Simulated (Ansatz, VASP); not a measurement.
## Two plane-wave programs on BN

INCAR

```
SYSTEM = BN
  PREC = Accurate
  ENCUT = 600
  EDIFF = 1E-6
  ISMEAR = 0
  SIGMA = 0.02
  LREAL = .FALSE.
  LASPH = .TRUE.
  NELM = 100
  ALGO = Normal
  ISIF = 3
  LWAVE = .FALSE.
  LCHARG = .FALSE.
  GGA = PE
  IVDW = 12
  IBRION = 2
  NSW = 100
  EDIFFG = -0.005
```

Contents of KPOINTS:

```
regular mesh
0
G
  12 12 4
  0 0 0
```

Contents of POSCAR:

```
BN
1.0
    2.5099983704      0.0000000000      0.0000000000
   -1.2549991852      2.1737223522      0.0000000000
    0.0000000000      0.0000000000      6.6900000000
B N
2 2
Direct
    0.0000000000      0.0000000000      0.5000000000
    0.3333333333      0.6666666667      0.0000000000
    0.0000000000      0.0000000000      0.0000000000
    0.6666666667      0.3333333333      0.5000000000
```

Input for Ansatz:

```yaml
crystal:
  lattice:
    - [2.5099983704, 0.0, 0.0]
    - [-1.2549991852, 2.1737223522, 0.0]
    - [0.0, 0.0, 6.69]
  atoms:
    - { symbol: B, position: [0.0, 0.0, 0.5] }
    - { symbol: B, position: [0.3333333333, 0.6666666667, 0.0] }
    - { symbol: "N", position: [0.0, 0.0, 0.0] }
    - { symbol: "N", position: [0.6666666667, 0.3333333333, 0.5] }
basis:
  ecutwfc: 420
kpoints:
  mp_grid: { grid: [12, 12, 4] }
hamiltonian:
  xc: pbe
  dispersion: d3bj
scf:
  occupations: { method: gaussian, width: 0.02 }
output:
  forces: true
  stress: true
  eigenvalues: true
relax:
  adjacent_minimum: "off"
  f_tol: 0.005
  max_steps: 80
  cell: { stress_tol: 0.05 }
```

Measurements of this composition are mostly on another form, of space group No. 194.

Alike in both runs: task relaxation of cell and atoms; functional PBE; dispersion D3(BJ); k mesh 12 × 12 × 4; occupations gaussian, width 0.02 eV; no spin polarisation.

|  | VASP | Ansatz |
| --- | --- | --- |
| version | VASP 6.6.1 | Ansatz 0.2.0 |
| potentials or method | VASP PAW PBE potentials, release 64 (B, N) | scalar-relativistic, plane waves, PAW |
| plane-wave cutoff (eV) | 600 | 420 |
| valence electrons in the cell | 16 | 16 |

|  | VASP | Ansatz | Ansatz less VASP |
| --- | --- | --- | --- |
| gap on the k mesh at the Fermi level, each at its own relaxed structure (eV) | 4.34 | 4.36 | +0.015 |
| relaxed volume (Å³/atom) | 8.88 | 8.97 | +0.090 |
| relaxed cell length with the largest relative difference (Å) | 6.532 | 6.597 | +0.0654 |

A k mesh can miss the band edges.
